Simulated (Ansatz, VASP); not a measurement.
## CdS: VASP beside Ansatz

INCAR

```
SYSTEM = CdS
PREC     = Accurate       ! precision mode
ENCUT    = 520            ! plane-wave cutoff, eV
EDIFF    = 1E-6           ! SCF threshold, eV
ISMEAR   = -1             ! smearing method
SIGMA    = 0.02           ! smearing width, eV
LREAL    = .False.        ! projectors in reciprocal space
LASPH    = .True.         ! aspherical terms in the spheres
NELM     = 60             ! most SCF steps
ALGO     = Normal         ! electronic algorithm
ISIF     = 2              ! what is computed and relaxed
LWAVE    = .False.        ! write WAVECAR
LCHARG   = .False.        ! write CHGCAR
GGA      = PE             ! functional
NBANDS   = 16             ! bands
```

Contents of KPOINTS:

```
Automatic mesh
0
Gamma
  7 7 7
  0 0 0
```

The input POSCAR:

```
CdS
1.0
    0.0000000000      2.9624437910      2.9624437910
    2.9624437910      0.0000000000      2.9624437910
    2.9624437910      2.9624437910      0.0000000000
Cd S
1 1
Direct
    0.0000000000      0.0000000000      0.0000000000
    0.7500000000      0.7500000000      0.7500000000
```

Input for Ansatz:

```yaml
crystal:
  lattice:
    - [0.0, 2.962443791, 2.962443791]
    - [2.962443791, 0.0, 2.962443791]
    - [2.962443791, 2.962443791, 0.0]
  atoms:
    - { symbol: Cd, position: [0.0, 0.0, 0.0] }
    - { symbol: S, position: [0.75, 0.75, 0.75] }
kpoints:
  mp_grid: { grid: [7, 7, 7] }
scf:
  occupations: { method: fermi_dirac, width: 0.02 }
hamiltonian:
  xc: pbe
  pseudopotentials: { kind: all_electron, lapw: { basis_error: 0.0005 } }
output:
  forces: true
  stress: true
  eigenvalues: true
```

Change from the starting cell: volume scaled by 1.02.

Alike in both runs: task single point; functional PBE; k mesh 7 × 7 × 7; occupations fermi-dirac, width 0.02 eV; no spin polarisation.

```csv
,VASP,Ansatz
version,VASP 6.6.1,Ansatz 0.2.0
potentials or method,"VASP PAW PBE potentials, release 64 (Cd, S)","all-electron LAPW, scalar-relativistic"
plane-wave cutoff (eV),520,see its input
```

```csv
,VASP,Ansatz,Ansatz less VASP
gap on the k mesh at the Fermi level (eV),1.04,1.04,-0.002
pressure (GPa),0.3,0.1,-0.26
```

Ansatz ran all-electron here, so the differences hold the error of VASP's frozen core and of both bases.
